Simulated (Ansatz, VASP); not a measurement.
**MgO: VASP beside Ansatz**

INCAR

```
PREC = Accurate
ENCUT = 520
EDIFF = 1E-6
ISMEAR = -1
SIGMA = 0.02
LREAL = False
LASPH = True
NELM = 60
ALGO = Normal
ISIF = 2
LWAVE = False
LCHARG = False
GGA = PE
NBANDS = 16
```

The input KPOINTS:

```
Automatic mesh
0
Gamma
  12 12 6
```

Contents of POSCAR:

```
MgO
1.0
    3.5394156996      0.0000000000      0.0000000000
   -1.7697078498      3.0652239104      0.0000000000
    0.0000000000      0.0000000000      4.1489852689
Mg O
2 2
Direct
    0.3333333333      0.6666666667      0.2500000000
    0.6666666667      0.3333333333      0.7500000000
    0.6666666667      0.3333333333      0.2500000000
    0.3333333333      0.6666666667      0.7500000000
```

Input for Ansatz:

```yaml
crystal:
  lattice:
    - [3.5394156996, 0.0, 0.0]
    - [-1.7697078498, 3.0652239104, 0.0]
    - [0.0, 0.0, 4.1489852689]
  atoms:
    - { symbol: Mg, position: [0.3333333333, 0.6666666667, 0.25] }
    - { symbol: Mg, position: [0.6666666667, 0.3333333333, 0.75] }
    - { symbol: O, position: [0.6666666667, 0.3333333333, 0.25] }
    - { symbol: O, position: [0.3333333333, 0.6666666667, 0.75] }
kpoints:
  mp_grid: { grid: [12, 12, 6] }
  band_path:
    path:
      - [0.0, 0.0, 0.0]
      - [0.5, 0.0, 0.0]
      - [0.3333333333, 0.3333333333, 0.0]
      - [0.0, 0.0, 0.5]
      - [0.5, 0.0, 0.5]
      - [0.3333333333, 0.3333333333, 0.5]
    npoints: 1
hamiltonian:
  xc: pbe
scf:
  occupations: { method: fermi_dirac, width: 0.02 }
  n_extra_bands: 5
output:
  forces: true
  stress: true
  eigenvalues: true
  write_density: true
  write_potential: true
  elf: true
  volumetric_format: npy
```

Change from the starting cell: epitaxial_xy strain +1.6%.

Alike in both runs: task single point; functional PBE; k mesh 12 × 12 × 6; occupations fermi-dirac, width 0.02 eV; no spin polarisation.

```csv
,VASP,Ansatz
version,VASP 6.6.1,Ansatz 0.2.0
potentials or method,"VASP PAW PBE potentials, release 64 (Mg, O)","plane waves, PAW"
plane-wave cutoff (eV),520,420
valence electrons in the cell,16,32
```

```tsv
	VASP	Ansatz	Ansatz less VASP
gap on the k mesh at the Fermi level (eV)	3.35	3.37	+0.017
pressure (GPa)	1.1	1.7	+0.57
largest component of the traceless stress (GPa)	3.01	3.09	+0.080
```

With one functional, cell and mesh, what is left measures potentials, basis and numerics. The two sets of potentials don't hold the same shells in valence.

A k mesh can miss the band edges.
